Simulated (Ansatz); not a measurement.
In CsCl (CsCl type) the Cs atom of the primitive cell, with all its periodic images, is moved by 0.06 Å along [111].

```yaml
crystal:
  lattice:
    - [4.20000, 0.00000, 0.00000]
    - [0.00000, 4.20000, 0.00000]
    - [0.00000, 0.00000, 4.20000]
  atoms:
    - { symbol: Cs, position: [0.00825, 0.00825, 0.00825] }
    - { symbol: Cl, position: [0.50000, 0.50000, 0.50000] }
```
Lattice in Å, positions in fractions of it.

These are results of PBE0, plane waves, PAW datasets (generated soft set 1) in Ansatz, not measurements.

Cutoff 420 eV; exchange singularity: truncated; k-mesh 4×4×4 Γ-centred; Fermi–Dirac smearing of 0.05 eV; no spin polarisation; no spin–orbit coupling.

**Question.** What force results?

**Answer.** The force on it along the displacement is -0.0348 eV/Å, a force constant of 0.58 eV/Å².

```tsv
atom	Fx (eV/Å)	Fy (eV/Å)	Fz (eV/Å)
Cs1	-0.0201	-0.0201	-0.0201
Cl2	0.0201	0.0201	0.0201
```
